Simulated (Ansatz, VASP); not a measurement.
## One calculation of InSb, two programs

```xyz
2
Lattice="0.0000 3.2332 3.2332 3.2332 0.0000 3.2332 3.2332 3.2332 0.0000" Properties=species:S:1:pos:R:3 pbc="T T T"
In    0.0000    0.0000    0.0000
Sb    4.8499    4.8499    4.8499
```

Alike in both runs: functional r2SCAN; k mesh 12 × 12 × 12; occupations fermi-dirac, width 0.1 eV; no spin polarisation.

Ansatz relaxed the structure, and its values are those at the end. VASP's run is a single point on that final structure, the one shown.

|  | VASP | Ansatz |
| --- | --- | --- |
| version | VASP 6.6.1 | Ansatz 0.2.0 |
| potentials or method | VASP PAW PBE potentials, release 64 (In_d, Sb) | PAW with Ansatz's default frozen-core files, scalar-relativistic |
| plane-wave cutoff (eV) | 520 | 500 |
| valence electrons in the cell | 18 | 28 |

|  | VASP | Ansatz | Ansatz less VASP |
| --- | --- | --- | --- |
| pressure (GPa) | 2.0 | 2.0 | -0.01 |

The functional is the same, so the differences come from potentials, cutoffs and numerics. The two sets of potentials don't hold the same shells in valence.

Caveats: the PAW data sets were made with another functional, which shifts forces and pressure a little (VASP).
